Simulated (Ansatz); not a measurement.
## Scaling over cards: G0W0 on PBE, RbBr (Fm-3m)

All times were clocked for whole runs of Ansatz 0.2.0, start-up included, one run at a time with no other job on the machine: a node with eight NVIDIA H100 80GB cards and 96 AMD EPYC 7R13 cores. Times and memory are rounded to two significant figures, and ratios are formed from the unrounded values. A row is a single run, so small differences between rows aren't established. Precision is the program's default, which can work at lower precision in parts of a run. Card memory is the largest of readings taken every 0.4 s, so short peaks can be missed, and it isn't given for runs under about 3 s. It shows what a run took, which needn't be the least that it can run in: the program holds more work at once where threads and free memory allow.

Commands are shown without the flags for output files and display.

```
atoms                                                              : 2
valence electrons                                                  : 16
cell volume                                                        : 82.55 Å³
cutoff (chosen by the program)                                     : 420 eV
k mesh                                                             : 7×7×7
k points solved                                                    : 20
symmetry operations used (translations within a supercell counted) : 48
plane waves at Γ                                                   : 1639
dense FFT grid                                                     : 36×36×36
bands at the start                                                 : 12
spin                                                               : none
first density                                                      : atoms corrected by the program's trained network
```

Input:

```yaml
crystal:
  lattice:
    - [0.000000, 3.455950, 3.455950]
    - [3.455950, 0.000000, 3.455950]
    - [3.455950, 3.455950, 0.000000]
  atoms:
    - { symbol: Rb, position: [0.000000, 0.000000, 0.000000] }
    - { symbol: Br, position: [0.500000, 0.500000, 0.500000] }
kpoints:
  mp_grid: { grid: [7, 7, 7] }
hamiltonian:
  xc: pbe
scf:
  occupations: { method: fixed }
gw: { n_empty_bands: 379, ecut_chi: 160, qp_bands: [v2, c2], qp_kpoints: band_edges, screening: { model: godby_needs } }
```

Commands:

```bash
ansatz run input.yaml --backend cuda --devices 1
ansatz run input.yaml --backend cuda --devices 2
ansatz run input.yaml --backend cuda --devices 4
ansatz run input.yaml --backend cuda --devices 8
```

| cards | wall time | speed-up | efficiency | SCF clock | outside it | speed-up on the SCF clock | CPU time | SCF iterations | fullest card (GiB) | threads | the cards share |
| --- | --- | --- | --- | --- | --- | --- | --- | --- | --- | --- | --- |
| 1 | 43 s | 1.0 | 100 % | 41 s | 2.0 s | 1.0 | 30 min | 6 | 14 | 96 |  |
| 2 | 35 s | 1.3 | 63 % | 32 s | 2.5 s | 1.3 | 31 min | 6 | 7.2 | 2×48 | k points |
| 8 | 35 s | 1.2 | 16 % | 28 s | 6.5 s | 1.5 | 30 min | 6 | 2.6 | 8×8 | k points; not all work is shared |

The SCF clock is the program's own. It runs from the start of the first SCF loop to the final result and holds forces, stress, later SCFs and response steps. Outside it lie start-up, exit and the set-up ahead of the first loop, which depends on the cell and the method.

SCF iterations are those that the program logged, summed over all steps and exchange cycles of a run; an SCF made in search of a lower state can go uncounted; response, GW and RPA loops aren't counted. The k points are those of the first SCF; band paths, strained cells and response steps solve further ones. The cost of G0W0 and RPA follows the typed screening cutoff, the k mesh and, for G0W0, the empty bands and states asked. These weren't tested for convergence, so a converged result can cost much more.

Threads written as a×b are a pools of b host workers, as the log lists them; the log's own count of threads can differ.

Speed-up and efficiency count from the run on 1 card. What limits the scaling wasn't traced. The host workers change with the cards, so the speed-up needn't be that of the cards alone.

The time outside the SCF clock grows with the cards, from 2.0 s on 1 card to 6.5 s on 8 cards, while the SCF clock goes from 41 s to 28 s.

A fit of t = a + b/n to these rows (t: SCF clock; least relative squares) gives a = 26 s and b = 14 s, and misses no row by more than 4 %. In this model a is the part that didn't shrink over these widths. It describes these few rows and is no measured floor, and it leaves out the time outside the SCF clock.

Question: What is the wall time on 4 cards?

Answer: It took 34 s, a speed-up of 1.3 and an efficiency of 32 %, with 31 min of CPU time. On the SCF clock alone the speed-up is 1.4. Of the wall time 30 s is on the SCF clock and 3.6 s outside. The cards share k points, with 4 pools of 24 host workers by the log's list (its own count of threads can differ). For the SCF clock (30 s) the fit gives 30 s, under by 1 %.
